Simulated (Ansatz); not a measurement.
## Pd: energy change per atom and pressure as volume scale varies

All results are calculated (Ansatz 0.2.0). Plane-wave DFT, scalar-relativistic PAW made under PBE with cores redone for the functional, no dispersion; the given relaxed cell is scaled uniformly, energy at zero smearing counts from the unscaled cell, pressure at the given Fermi-Dirac smearing is positive in compression.

The cell before it is scaled or strained (space group Fd-3m, No. 227):
```
cell vectors (Å)
   0.0000     2.9042     2.9042
   2.9042     0.0000     2.9042
   2.9042     2.9042     0.0000
atoms (fractions of the cell vectors)
Pd  0.12500  0.12500  0.12500
Pd  0.87500  0.87500  0.87500
```

Settings of every row: spin polarised yes; functional PBE; wave cutoff 420 eV; smearing width 0.05 eV; k mesh 15x15x15.

Atom:
```csv
element,starting moment (Bohr magneton)
Pd,0.46
Pd,0.46
```

Limits: the cell comes from a prototype or a list of computed structures and needn't be the stable phase.

```csv
row,volume scale,V (Å³/atom),energy change per atom (meV),pressure (GPa),largest site moment (Bohr magneton)
1,0.88,21.556,95.45,12.08,0.47
2,0.92,22.536,?,?,?
3,0.96,23.515,8.68,3.06,0.46
4,1.04,25.475,7.69,-2.32,0.45
5,1.08,26.455,28.19,-4.14,0.45
6,1.12,27.435,58.41,-5.53,0.44
```

Question: what energy change per atom and pressure should row 2 give?

Worked fit of energy change per atom. Take u = (V_r/V)^(2/3) − 1 with V_r = 25.475 Å³ an atom, which is twice the finite (Eulerian) strain; such expansions in the strain, on which the Birch-Murnaghan equation of state is built, carry the rest volume and the bulk modulus. The shown rows have u = 0.1178, 0.05482, 0, -0.02485, -0.04821. Least squares give energy change per atom = 6.875 − 552.891 × u + 11051.94 × u² meV; a straight line predicts inner rows, each left out in turn, worse (root mean square 37 against 1.8 meV). The rows lie off it by 0.34, -1.10, 0.82, 0.75, -0.81 (root mean square 0.8 meV). The withheld row has u = 0.08515, so the fit gives 6.875 − 552.891 × (0.08515) + 11051.94 × (0.08515)² = 39.93 meV.

The calculation gave 38.3 meV. The fit lies 1.63 meV (4.3 % of the value, 1.9 % of the column's range) above it; its largest miss of a shown row is 1.10 meV.

Worked fit of pressure. Take u = (V_r/V)^(2/3) − 1 with V_r = 25.475 Å³ an atom, which is twice the finite (Eulerian) strain; such expansions in the strain, on which the Birch-Murnaghan equation of state is built, carry the rest volume and the bulk modulus. The shown rows have u = 0.1178, 0.05482, 0, -0.02485, -0.04821. Least squares give pressure = −2.377 + 81.275 × u + 350.32 × u² GPa; a straight line predicts inner rows, each left out in turn, worse (root mean square 1.2 against 0.12 GPa). The rows lie off it by 0.02, -0.07, 0.06, 0.04, -0.05 (root mean square 0.051 GPa). The withheld row has u = 0.08515, so the fit gives −2.377 + 81.275 × (0.08515) + 350.32 × (0.08515)² = 7.08 GPa.

The calculation gave 6.97 GPa. The fit lies 0.11 GPa (1.6 % of the value, 0.62 % of the column's range) above it; its largest miss of a shown row is 0.07 GPa.

The other values of row 2: largest site moment 0.47 Bohr magneton.
